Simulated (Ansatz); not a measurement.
## RuSi: changing the functional

```xyz
8
Lattice="4.7086 0.0000 0.0000 0.0000 4.7086 0.0000 0.0000 0.0000 4.7086" Properties=species:S:1:pos:R:3 pbc="T T T"
Ru    0.6093    0.6093    0.6093
Ru    1.7450    4.0993    2.9636
Ru    2.9636    1.7450    4.0993
Ru    4.0993    2.9636    1.7450
Si    3.9438    3.9438    3.9438
Si    3.1191    0.7648    1.5895
Si    1.5895    3.1191    0.7648
Si    0.7648    1.5895    3.1191
```

The cell comes from a database or a generator and needn't be the stable form of this composition.

Kept alike: task equation of state; k mesh 6 × 6 × 6; occupations fermi-dirac, width 0.05 eV; no spin polarisation. Program: Ansatz, Ansatz PAW. Cutoffs run from 420 to 500 eV. The mesh is that of the run's cell of 8 atoms. No spin-orbit coupling.

| run | volume (Å³/atom) | bulk modulus (GPa) |
| --- | --- | --- |
| A | 12.926 | 262.7 |
| B | 12.707 | 273.6 |
| C | 13.018 | 261.8 |

Volume and modulus come from cells scaled at fixed shape and fractions. All rows use potentials made for PBE.

Task: The runs differ in the functional (and the cutoff that goes with it) alone: LDA; PBEsol; r2SCAN. Which run is which?

Result: Run A is PBEsol; run B is LDA; run C is r2SCAN. The volume runs from 12.707 (LDA) to 13.018 Å³/atom (r2SCAN). The bulk modulus runs from 261.8 (r2SCAN) to 273.6 GPa (LDA).
